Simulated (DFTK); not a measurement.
Runs of DFTK 0.8.2 on NiO. The structure is cubic, space group Fm-3m (No. 225). The conventional cell has a = 4.172 Å, b = 4.172 Å, c = 4.172 Å, α = 90.00°, β = 90.00°, γ = 90.00°. Ni (site symmetry m-3m) is surrounded by 6 O at 2.09 Å. O (site symmetry m-3m) is surrounded by 6 Ni at 2.09 Å. 

```csv
task,level,potentials or basis,k mesh,cutoff (eV),SCF solver,mesh quality,gap on the mesh (eV),pressure (GPa),moment (μB)
band structure,PBEsol,SPMS 1.0 (PBE),10 × 10 × 10,1225,-,not flagged,none,-12.6,(c)
single point,PBEsol,dojo.nc.sr.pbesol.v0_4_1.standard.upf (PBEsol),11 × 11 × 11,1333,-,not flagged,none,(b),1.55
single point,PBE,dojo.nc.sr.pbe.v0_4_1.standard.upf (PBE),11 × 11 × 11,1333,-,not flagged,none,6.0,1.83
band structure,PBE,SPMS 1.0 (PBE),10 × 10 × 10,816,-,not flagged,none,-,(a)
band structure,PBEsol,SPMS 1.0 (PBE),10 × 10 × 10,816,-,not flagged,none,-,0.51
```

Alike in all rows: spin collinear, ferromagnetic start; cell as given; smearing fermi-dirac 0.05 eV.

Q: Fill in the values left out.

A: (a) 1.59; (b) -6.9; (c) 0.50.

Caveats: a cell with one magnetic atom can't hold antiferromagnetic order, which such compounds often take; semilocal functionals often make such compounds metallic where correlation or magnetic order opens a gap, which also shifts bond lengths; the potentials were made for another functional, which shifts forces and pressure (some runs).

A k mesh can miss the band edges.

A gap of «none» marks a metal or a gap under the smearing width.

Not every run made on this cell is shown here.
